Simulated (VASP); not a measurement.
Here is the system:

```yaml
crystal:
  lattice:
    - [0.00000, 2.87344, 2.87344]
    - [2.87344, 0.00000, 2.87344]
    - [2.87344, 2.87344, 0.00000]
  atoms:
    - { symbol: Sr, position: [0.00000, 0.00000, 0.00000] }
    - { symbol: F, position: [0.25000, 0.25000, 0.25000] }
    - { symbol: F, position: [0.75000, 0.75000, 0.75000] }
```

Computed with PBE GGA, VASP's PBE PAW potentials (set 64) (plane waves; VASP). Numerical set-up: 520 eV cut-off, 7×7×7 Γ-centred mesh, Gaussian smearing of 0.050 eV, potentials Sr_sv F.

Task: What does the run give for the energy per atom (σ→0), pressure?

Result: 
```json
{
  "energy per atom (σ→0)": "-5.676 eV/atom",
  "pressure": "4.57 GPa"
}
```

Only differences to runs with the same potentials and settings are physical.

The compound is SrF2 in the fluorite structure. This cell is one point of a volume scan, at 0.94 of the reference volume.
